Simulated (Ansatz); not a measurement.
# InP: the cost of one run

Computed with Ansatz 0.2.0 (DFT PBEsol, scalar-relativistic, plane waves, PAW, unless a step's input says otherwise).

7 further runs of the same task are left out: 2 that didn't finish, 5 set aside as unsound or not needed.

## Step 1: The system as given

Symmetry: Fm-3m, No. 225, cubic system. The conventional cell has a = 5.459 Å, b = 5.459 Å, c = 5.459 Å, α = 90.00°, β = 90.00°, γ = 90.00°. In (site symmetry m-3m) has 6 P at 2.73 Å in its first shell of neighbours. P (site symmetry m-3m) is surrounded by 6 In at 2.73 Å.

Coordinates:

```xyz
2
Lattice="0.0000 2.7296 2.7296 2.7296 0.0000 2.7296 2.7296 2.7296 0.0000" Properties=species:S:1:pos:R:3 pbc="T T T"
In    0.0000    0.0000    0.0000
P     2.7296    2.7296    2.7296
```

This cell was relaxed beforehand with the same method: volume 20.34 Å³/atom, gap on the mesh none (metal).

## Step 2: Bulk reference on the slab's mesh

The input, input.yaml:

```yaml
crystal:
  lattice:
    - [3.8601906154, 0.0, 0.0]
    - [0.0, 5.4591339217, 0.0]
    - [1.9300953077, 2.7295669609, 1.9300953077]
  atoms:
    - { symbol: In, position: [0.0, 0.0, 0.0] }
    - { symbol: P, position: [0.0, 0.5, 0.0] }
basis:
  ecutwfc: 420
kpoints:
  mp_grid: { grid: [9, 7, 18] }
hamiltonian:
  xc: pbesol
scf:
  occupations: { method: gaussian, width: 0.1 }
output:
  forces: true
  stress: true
  eigenvalues: true
```

Started as:

```console
$ ansatz run input.yaml --threads 2 --pin off --max-ram 5120MiB --backend cpu --events-out ev --progress --plain --runs-dir out
```

What time and memory should one allow on 2 threads of Intel Xeon 6975P-C (Granite Rapids), shared host?

About 2.7 s, with a peak of 0.49 GiB.
